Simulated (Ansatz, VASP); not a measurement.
# Bi: VASP beside Ansatz

INCAR

```
SYSTEM = Bi
ALGO = Normal
EDIFF = 1E-7
ENCUT = 520
GGA = PS
ISIF = 2
ISMEAR = -1
LASPH = .TRUE.
LCHARG = .FALSE.
LREAL = .FALSE.
LWAVE = .FALSE.
NBANDS = 22
NELM = 80
PREC = Accurate
SIGMA = 0.05
```

The input KPOINTS:

```
k-points
0
G
  7 7 7
  0 0 0
```

The input POSCAR:

```
Bi
1.0
    2.3119720748      1.3348176998      4.0152352947
   -2.3119720748      1.3348176998      4.0152352947
    0.0000000000     -2.6696353996      4.0152352947
Bi
2
Direct
    0.7660000000      0.7660000000      0.7660000000
    0.2340000000      0.2340000000      0.2340000000
```

Contents of input.yaml:

```yaml
crystal:
  lattice:
    - [2.3119720748, 1.3348176998, 4.0152352947]
    - [-2.3119720748, 1.3348176998, 4.0152352947]
    - [0.0, -2.6696353996, 4.0152352947]
  atoms:
    - { symbol: Bi, position: [0.766, 0.766, 0.766] }
    - { symbol: Bi, position: [0.234, 0.234, 0.234] }
hamiltonian:
  xc: pbesol
  pseudopotentials: { kind: paw }
kpoints:
  mp_grid: { grid: [7, 7, 7] }
scf:
  occupations: { method: fermi_dirac, width: 0.05 }
output:
  forces: true
  stress: true
  eigenvalues: true
```

Change from the starting cell: volume scaled by 1.06.

Alike in both runs: task single point; functional PBEsol; k mesh 7 × 7 × 7; occupations fermi-dirac, width 0.05 eV; no spin polarisation.

|  | VASP | Ansatz |
| --- | --- | --- |
| version | VASP 6.6.1 | Ansatz 0.2.0 |
| potentials or method | VASP PAW PBE potentials, release 64 (Bi_d) | Ansatz PAW |
| plane-wave cutoff (eV) | 520 | 420 |
| valence electrons in the cell | 30 | 30 |

Ansatz gave:

* gap on the k mesh at the Fermi level (eV): 0.24
* least direct gap on the mesh (eV): 0.48
* pressure (GPa): -2.8
* largest component of the traceless stress (GPa): 0.16
* rms of the force components (eV/Å): 0.068

Question: Estimate VASP's values.

Answer: gap on the k mesh at the Fermi level (eV): 0.24; least direct gap on the mesh (eV): 0.48; pressure (GPa): -2.9; largest component of the traceless stress (GPa): 0.16; rms of the force components (eV/Å): 0.065.

Atom by atom the forces differ by 0.003 eV/Å (rms over components). The functional is the same, so the differences come from potentials, cutoffs and numerics.

Caveats: spin-orbit coupling is left out, which as a rule narrows the gap of such compounds by several tenths of an eV; the PAW data sets were made with another functional, which shifts forces and pressure a little (VASP); an odd mesh through Γ misses points on the zone boundary, where band edges often lie (VASP); odd divisions of the mesh miss points on the zone boundary, where band edges often lie, so the gap on the mesh can be too wide (Ansatz); the PAW data sets come from PBE, with cores solved anew for the run's functional, which leaves a small shift of forces and pressure (Ansatz).
